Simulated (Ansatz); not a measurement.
**Structure types of Ru compared at -0.3 GPa**

Structure types of Ru are relaxed in primitive cells with their symmetry kept at -0.3 GPa, first on PAW files, then by LAPW. The enthalpy is E + pV at zero temperature, without zero-point motion. Only the types listed were tried, and differences under about 5 meV/atom are mesh noise. Not among the end structures: fcc, which may lie lower.

Level of theory: DFT with PBE, scalar-relativistic, in Ansatz 0.2.0; Fermi–Dirac smearing of 0.05 eV, no spin polarisation. LAPW: all electrons, basis error target 0.5 meV/atom; PAW: frozen-core files, cutoff 420 eV.

k meshes: bcc 18×18×18, hcp 16×16×9, omega 9×9×12, sc 16×16×16, simple hexagonal 17×17×16.

```
      start type                   ends as          a, b, c (Å)  V (Å³/atom)  H − H(lowest), LAPW (meV/atom)
             bcc                bcc, Im-3m  3.054, 3.054, 3.054        14.24                           626.1
             hcp             hcp, P6_3/mmc  2.723, 2.723, 4.289        13.78                             0.0
           omega             omega, P6/mmm  4.270, 4.270, 2.683        14.12                               ?
              sc                 sc, Pm-3m  2.512, 2.512, 2.512        15.85                          1132.5
simple hexagonal  simple hexagonal, P6/mmm  2.658, 2.658, 2.460        15.05                               ?
```

What belongs in the row "omega", column "H − H(lowest), LAPW (meV/atom)"?

257.6.

What belongs in the row "simple hexagonal", column "H − H(lowest), LAPW (meV/atom)"?

849.8.
